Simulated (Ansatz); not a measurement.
Runs of Ansatz 0.2.0 on Te. Symmetry: P3_121, No. 152, trigonal system. The conventional cell has a = 4.454 Å, b = 4.454 Å, c = 5.924 Å, α = 90.00°, β = 90.00°, γ = 120.00°. Te (site symmetry 2) has 2 Te at 2.86 Å as nearest neighbours. 

| task | level | cell | k mesh | cutoff (eV) | smearing | atoms under strain | points for each segment of the path | gap on the mesh (eV) | pressure (GPa) | V0 of scaled cells (Å³/atom) | B0 (GPa) |
| --- | --- | --- | --- | --- | --- | --- | --- | --- | --- | --- | --- |
| elastic constants | LDA | as given | 6 × 6 × 4 | 420 | fixed | relaxed | - | (c) | -2.1 | - | - |
| relaxation of cell and atoms | r2SCAN | relaxed | 7 × 7 × 5 | 500 | fermi-dirac 0.05 eV | - | - | 0.98 | 0.0 | - | - |
| band structure | rPW86-PBE | as given | 7 × 7 × 5 | 420 | fermi-dirac 0.05 eV | - | 14 | - | (b) | - | - |
| equation of state | RPBE+D4 | as given | 7 × 7 × 5 | 420 | fermi-dirac 0.05 eV | - | - | - | - | 32.67 | 53 |
| equation of state | PBEsol | as given | 7 × 7 × 5 | 420 | fermi-dirac 0.05 eV | - | - | - | - | 33.28 | (a) |

Alike in all rows: potentials or basis Ansatz PAW; no spin polarisation.

**Question.** Fill in the values left out.

**Answer.** (a) 52; (b) 4.6; (c) 0.13.

Caveats: spin-orbit coupling is left out, which moves the levels of the heavy elements (some runs); the PAW data sets come from PBE, with cores solved anew for the run's functional, which leaves a small shift of forces and pressure (some runs); the cell was scaled at fixed shape and fractional positions, which overstates the stiffness of a crystal with free parameters, most of all of layers and chains (some runs); odd divisions of the mesh miss points on the zone boundary, where band edges often lie, so the gap on the mesh can be too wide (some runs); the plane-wave basis is chosen anew once the cell has moved, so the energies of steps on either side of that aren't comparable (some runs); the potentials were made for another functional, which shifts forces and pressure (some runs).

A k mesh can miss the band edges, and the runs leave out spin-orbit coupling on Te.

Runs at the PBE level aren't shown here.
